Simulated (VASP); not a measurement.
Crystal: H.

```
H
1.0
    -1.69153    1.69153    2.05847
     1.69153   -1.69153    2.05847
     1.69153    1.69153   -2.05847
H
2
Direct
  0.90986 0.90986 0.00000
  0.09014 0.09014 0.00000
```

| Item | Value |
| --- | --- |
| Program | VASP 6.6.1 |
| Task | relaxation of cell and atoms |
| Functional | PBE |
| Potentials or basis | VASP PAW PBE potentials, release 64 (H) |
| Cutoff | 600 eV |
| k mesh | 10 × 10 × 10 |
| Occupations | gaussian, width 0.02 eV |
| Spin | no spin polarisation |

At the start: pressure 0.8 GPa; volume 11.78 Å³/atom.

Q: Where does the relaxation end?

A: Over 9 steps the energy falls by 2.3 meV/atom and the volume is 13.48 Å³/atom (+14.4 %); space group I4/mmm (No. 139, to 0.05 Å).

Step by step:
```tsv
step	energy change (eV)	largest force (eV/Å)	pressure (GPa)	volume (Å³)
1	0.0000	0.2574	0.75	23.56
2	0.0067	0.7083	-0.89	23.75
3	-0.0010	0.0169	0.30	23.61
4	-0.0010	0.0118	0.31	23.61
5	-0.0012	0.0124	0.30	23.68
6	-0.0016	0.0138	0.28	23.89
7	-0.0023	0.0159	0.24	24.31
8	-0.0035	0.0154	0.15	25.17
9	-0.0047	0.0036	0.04	26.95
```

Final structure:
```cif
data_structure
_symmetry_space_group_name_H-M 'P 1'
_symmetry_Int_Tables_number 1
_cell_length_a 3.3008
_cell_length_b 3.3008
_cell_length_c 3.3008
_cell_angle_alpha 115.190
_cell_angle_beta 115.190
_cell_angle_gamma 98.555
_cell_volume 26.95
loop_
_atom_site_label
_atom_site_type_symbol
_atom_site_fract_x
_atom_site_fract_y
_atom_site_fract_z
_atom_site_occupancy
H1 H 0.91292 0.91292 0.00000 1
H2 H 0.08708 0.08708 0.00000 1
```
